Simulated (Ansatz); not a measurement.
# PtS2: phonons across the zone

All numbers below come from DFT PBE+D3(BJ), scalar-relativistic, plane waves, PAW (Ansatz). Plane waves to 420 eV; Γ-centred k mesh 10×10×10; fixed occupations. No spin polarisation. Phonons by linear response, acoustic sum rule imposed.

Relaxed structure:
```yaml
crystal:
  lattice:
    - [1.77172, 1.02290, 5.33630]
    - [-1.77172, 1.02290, 5.33630]
    - [0.00000, -2.04581, 5.33630]
  atoms:
    - { symbol: Pt, position: [0.00000, 0.00000, 0.00000] }
    - { symbol: S, position: [0.74386, 0.74386, 0.74386] }
    - { symbol: S, position: [0.25614, 0.25614, 0.25614] }
```

The cell was found from a structure generator's guess, not taken from experiment. Spin–orbit coupling is left out, which matters for heavy elements. The q mesh is coarse, so values between its points are rough.

Force constants from linear response on a 2×2×2 q mesh.

Path: Γ–T–H2 | H0–L–Γ–S0 | S2–F–Γ. Only the points of the 2×2×2 mesh were computed; the rest is interpolation, which is rough on so few points. On the mesh no mode is imaginary. Distance along the path (Å⁻¹), then the branches (cm⁻¹, negative for imaginary; the LO field is included):
```
0.000  0 0 0 292 292 313 313 319 337
0.147  8 8 19 292 292 313 313 320 337
0.294  15 15 35 292 292 313 313 322 335
0.442  19 19 46 292 292 313 313 325 332
0.589  21 21 49 292 292 313 313 328 330
0.863  51 59 80 288 295 317 320 324 328
1.136  70 104 140 285 293 314 320 329 332
1.410  92 144 175 284 286 311 316 332 335
1.684  105 170 180 281 282 313 321 328 332
1.769  106 176 176 280 283 314 325 326 329
1.938  107 161 185 277 285 317 321 325 332
2.108  107 143 191 277 283 315 317 326 339
2.277  107 130 194 278 280 312 316 329 343
2.492  104 125 190 280 280 312 317 328 343
2.753  81 106 160 281 290 314 321 323 338
3.013  48 71 107 286 298 314 315 330 332
3.274  15 25 38 291 293 313 318 325 337
3.404  0 0 0 292 292 313 319 325 337
3.711  37 59 86 290 293 315 316 328 334
4.017  75 112 151 284 290 314 324 325 332
4.324  102 153 180 274 292 315 320 329 330
4.630  106 173 178 281 282 313 325 325 330
4.698  105 167 182 280 283 312 324 325 333
4.835  102 153 189 276 284 311 322 325 339
4.972  100 139 193 274 282 313 320 325 343
5.109  100 131 195 272 279 315 319 326 346
5.314  97 127 191 274 279 316 319 325 345
5.589  78 107 161 282 287 315 318 326 340
5.863  49 71 107 287 295 314 315 331 332
6.137  16 25 38 291 292 313 319 325 336
```
